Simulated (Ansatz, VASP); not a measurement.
**One calculation of C, two programs**

INCAR

```
SYSTEM = C
  PREC = Accurate
  ENCUT = 520
  EDIFF = 1E-8
  ISMEAR = -1
  SIGMA = 0.05
  LREAL = .False.
  LASPH = .True.
  NELM = 100
  ALGO = Normal
  ISIF = 2
  LWAVE = .False.
  LCHARG = .False.
  GGA = CA
  LEPSILON = .True.
  IBRION = 8
```

KPOINTS

```
Automatic mesh
0
Gamma
  13 13 13
  0 0 0
```

POSCAR

```
C
1.0
    0.0000000000      1.7833700000      1.7833700000
    1.7833700000      0.0000000000      1.7833700000
    1.7833700000      1.7833700000      0.0000000000
C
2
Direct
    0.7500000000      0.7500000000      0.7500000000
    0.5000000000      0.5000000000      0.5000000000
```

Contents of input.yaml:

```yaml
crystal:
  lattice:
    - [0.0, 1.78337, 1.78337]
    - [1.78337, 0.0, 1.78337]
    - [1.78337, 1.78337, 0.0]
  atoms:
    - { symbol: C, position: [0.75, 0.75, 0.75] }
    - { symbol: C, position: [0.5, 0.5, 0.5] }
hamiltonian:
  xc: lda
  pseudopotentials: { kind: paw }
kpoints:
  mp_grid: { grid: [13, 13, 13] }
scf:
  occupations: { method: fixed }
output:
  eigenvalues: true
dielectric:
  method: response
```

This isn't the form of C at room conditions, which is graphite.

Alike in both runs: task Born charges and dielectric tensor; functional LDA; k mesh 13 × 13 × 13; no spin polarisation.

|  | VASP | Ansatz |
| --- | --- | --- |
| version | VASP 6.6.1 | Ansatz 0.2.0 |
| potentials or method | VASP PAW LDA potentials, release 64 (C) | Ansatz PAW |
| plane-wave cutoff (eV) | 520 | 420 |
| occupations | fermi-dirac, width 0.05 eV | fixed |
| valence electrons in the cell | 8 | 8 |

|  | VASP | Ansatz | Ansatz less VASP |
| --- | --- | --- | --- |
| gap on the k mesh at the Fermi level (eV) | 4.11 | 4.11 | +0.006 |
| least direct gap on the mesh (eV) | 5.54 | 5.54 | -0.003 |
| mean electronic dielectric constant | 5.80 | 5.81 | +0.004 |
| mean Born charge of the atom that differs most (e) | 0.00 | 0.00 | 0.000 |

Caveats: an odd mesh through Γ misses points on the zone boundary, where band edges often lie (VASP); odd divisions of the mesh miss points on the zone boundary, where band edges often lie, so the gap on the mesh can be too wide (Ansatz).
